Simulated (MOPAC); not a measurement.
Settings test, MOPAC on BaO

Simulated with MOPAC 23.2.5. This is a test of settings. The cell was built from a prototype and was relaxed with r2SCAN in plane waves (Ansatz 0.2.0). Not every such cell is a known phase. All runs are without spin polarisation.

It is cubic, Fm-3m (No. 225); conventional cell a = 5.544 Å, 21.30 Å³ an atom. Ba is surrounded by 6 O at 2.77 Å; O is surrounded by 6 Ba at 2.77 Å.

The base run uses PM7 on a cluster of 64 atoms.

```
PM7 1SCF GRADIENTS AUX(PRECISION=6) THREADS=1
crystal as a cluster of 2x2x2 conventional cells

Ba 5.543885 1 0.000000 1 0.000000 1
O 8.315828 1 2.771943 1 2.771943 1
Ba 8.315828 1 2.771943 1 0.000000 1
O 0.000000 1 5.543885 1 2.771943 1
Ba 8.315828 1 0.000000 1 2.771943 1
O 0.000000 1 2.771943 1 5.543885 1
Ba 0.000000 1 0.000000 1 0.000000 1
O 2.771943 1 2.771943 1 2.771943 1
Ba 2.771943 1 2.771943 1 0.000000 1
O 5.543885 1 5.543885 1 2.771943 1
Ba 5.543885 1 5.543885 1 0.000000 1
O 8.315828 1 8.315828 1 2.771943 1
Ba 8.315828 1 8.315828 1 0.000000 1
O 0.000000 1 0.000000 1 2.771943 1
Ba 2.771943 1 0.000000 1 2.771943 1
O 5.543885 1 2.771943 1 5.543885 1
Ba 5.543885 1 2.771943 1 2.771943 1
O 8.315828 1 5.543885 1 5.543885 1
Ba 8.315828 1 5.543885 1 2.771943 1
O 0.000000 1 8.315828 1 5.543885 1
Ba 5.543885 1 0.000000 1 5.543885 1
O 8.315828 1 2.771943 1 8.315828 1
Ba 8.315828 1 2.771943 1 5.543885 1
[... 27 lines left out ...]
Ba 0.000000 1 8.315828 1 2.771943 1
O 2.771943 1 0.000000 1 5.543885 1
Ba 0.000000 1 5.543885 1 5.543885 1
O 2.771943 1 8.315828 1 8.315828 1
Ba 2.771943 1 8.315828 1 5.543885 1
O 5.543885 1 0.000000 1 8.315828 1
Ba 0.000000 1 2.771943 1 8.315828 1
O 2.771943 1 5.543885 1 0.000000 1
Ba 2.771943 1 5.543885 1 8.315828 1
O 5.543885 1 8.315828 1 0.000000 1
Ba 5.543885 1 8.315828 1 8.315828 1
O 8.315828 1 0.000000 1 0.000000 1
Ba 0.000000 1 8.315828 1 8.315828 1
O 2.771943 1 0.000000 1 0.000000 1
Tv 11.087771 1 0.000000 1 0.000000 1
Tv 0.000000 1 11.087771 1 0.000000 1
Tv 0.000000 1 0.000000 1 11.087771 1
```

Command: `mopac run.mop`. It took 7 s on 1 thread of Arm Neoverse V1 (shared host), peak memory 0.023 GiB.

It converged with a gap of 2.62 eV. MOPAC's gap is a Hartree-Fock orbital gap, usually far wider than a measured one, and its energy is the heat of formation.

Each further run moved one setting: CUTOFP (reach of the lattice sums in Å); method (Hamiltonian); CHARGE (charge of the cell); cluster (size of the cluster in conventional cells). Changes are from the base run, which isn't itself converged in every setting; energies of another Hamiltonian, functional, basis or charge aren't compared.

| setting | how it ended | gap change (eV) | energy change (meV/atom) | time (s) |
| --- | --- | --- | --- | --- |
| CUTOFP = 10 | converged | 0.00 | -62.7 | 5.8 |
| method = MNDO | converged | -2.62 | – | 2 |
| method = PM3 | converged | 0.98 | – | 59 |
| method = MNDOD | refused | – | – | 0.05 |
| CHARGE = 2 (poor on purpose) | refused | – | – | 0.04 |
| cluster = 1x1x1 (poor on purpose) | refused | – | – | 0.05 |

With method = MNDOD nothing was computed: the Hamiltonian has no parameters for an element here. With CHARGE = 2 nothing was computed: the program refuses a charged unit cell. With cluster = 1x1x1 nothing was computed: the program refuses so small a cluster.

The end of the log, shortened, for method = MNDOD:

```
    NO.       ATOM           X           Y           Z
  O: (MNDO): M.J.S. DEWAR, W. THIEL, J. AM. CHEM. SOC., 99, 4899, (1977)
 DATA ARE NOT AVAILABLE FOR ELEMENT NO. 56
          SOME ELEMENTS HAVE BEEN SPECIFIED FOR WHICH
          NO PARAMETERS ARE AVAILABLE.  CALCULATION STOPPED.
          Parameters for some elements are missing
           Empirical Formula: O32 Ba32  =    64 atoms
 *     Error and normal termination messages reported in this calculation     *
 * Parameters for some elements are missing                                   *
 * JOB ENDED NORMALLY                                                         *
 TOTAL JOB TIME:             0.00 SECONDS
 == MOPAC DONE ==
```

Spin-orbit coupling is left out.
